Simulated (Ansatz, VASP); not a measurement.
GaO in VASP and in Ansatz

```
Ga O
1.0
     3.13217    0.00000    0.00000
    -1.56608    2.71253    0.00000
     0.00000    0.00000   14.39932
Ga O
2 2
Direct
  0.66667 0.33333 0.59002
  0.66667 0.33333 0.40998
  0.00000 0.00000 0.63987
  0.00000 0.00000 0.36013
```

Alike in both runs: task single point; functional PBE; k mesh 12 × 12 × 2; occupations gaussian, width 0.02 eV; no spin polarisation.

|  | VASP | Ansatz |
| --- | --- | --- |
| version | VASP 6.6.1 | Ansatz 0.2.0 |
| potentials or method | VASP PAW PBE potentials, release 64 (Ga_d, O) | scalar-relativistic, plane waves, PAW |
| plane-wave cutoff (eV) | 520 | 420 |
| valence electrons in the cell | 38 | 38 |

Ansatz gave:

| Property | Result |
| --- | --- |
| gap on the k mesh at the Fermi level (eV) | 1.20 |
| least direct gap on the mesh (eV) | 1.94 |
| rms of the force components (eV/Å) | 0.175 |

Task: Estimate VASP's values.

Result: gap on the k mesh at the Fermi level (eV): 1.17; least direct gap on the mesh (eV): 1.92; rms of the force components (eV/Å): 0.192.

Atom by atom the forces differ by 0.027 eV/Å (rms over components).
